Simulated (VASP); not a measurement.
Crystal: BAs.

```xyz
2
Lattice="0.0000 2.3885 2.3885 2.3885 0.0000 2.3885 2.3885 2.3885 0.0000" Properties=species:S:1:pos:R:3 pbc="T T T"
As    3.5827    3.5827    3.5827
B     0.0000    0.0000    0.0000
```

Program: VASP 6.6.1. Alike in all runs: task band structure; spin SOC, no magnetisation; cell as given; k mesh 8 × 8 × 8; cutoff (eV) 520; smearing gaussian 0.02 eV. Hardware: 2 MPI ranks on Intel(R) Xeon(R) 6975P-C (Granite Rapids), on a shared host.

Task: Order these runs on this cell by their wall time, lowest first.
A. level LDA; potentials or basis VASP PAW LDA potentials, release 64 (As, B); further INCAR settings ALGO = Fast; EDIFF = 1e-06
B. level r2SCAN; potentials or basis VASP PAW PBE potentials, release 64 (As, B); further INCAR settings ALGO = Normal; EDIFF = 1e-06
C. level TB-mBJ; potentials or basis VASP PAW PBE potentials, release 64 (As, B); further INCAR settings ALGO = Normal; EDIFF = 1e-06

Result: A (32 s), C (79 s), B (170 s).

Runs at the PBE level aren't shown here.
